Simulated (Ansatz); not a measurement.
Method: DFT PBE, scalar-relativistic, plane waves, PAW in Ansatz. All cells share a 420 eV cutoff and Γ-centred k meshes spaced at most about 0.3 Å⁻¹ (about 0.25 or finer for metals, 2π included). No spin polarisation in the final relaxations.

These are static total energies at zero pressure.

Two relaxed structures of Ge:

A.

Space group Fddd:1 (No. 70). a = 3.913 Å, b = 7.609 Å, c = 11.933 Å, α = 90.00°, β = 90.00°, γ = 90.00°
| atom | site | symmetry | x | y | z |
| --- | --- | --- | --- | --- | --- |
| Ge | 16g | ..2 | 0.0000 | 0.0000 | 0.8158 |

B.

Space group P4/mmm (No. 123). a = 7.275 Å, b = 7.275 Å, c = 5.615 Å, α = 90.00°, β = 90.00°, γ = 90.00°
```json
{"atom": "Ge", "site": "4i", "symmetry": "2mm.", "x": "0.5000", "y": "0.0000", "z": "0.7927"}
{"atom": "Ge", "site": "4m", "symmetry": "m2m.", "x": "0.2477", "y": "0.0000", "z": "0.5000"}
```

Task: Which is lower in energy, and by how much?

Result: A is lower, by 252 meV/atom. A has space group Fddd (No. 70), 22.2 Å³/atom and no gap on its mesh; B has space group P4/mmm (No. 123), 37.1 Å³/atom and no gap. Counting all near atoms (those within 1.25 times the shortest such distance or 1.15 times the sum of covalent radii; a slash parts the counts of unlike sites), A has Ge 4 and B has Ge 3/4. The denser one is the lower, and pressure would at first widen the difference. Both come from invented guesses. A third cell relaxed alike, in P6_3/mmc, lies 210 meV/atom below the lower of the two. The part of the Crystallography Open Database at hand lists Ge in space groups No. 64, 96, 227; no cell shown has one of them.

The zero gap of Fddd may come from the functional, which often closes small gaps. Cells relaxed within their symmetry can be saddle points.
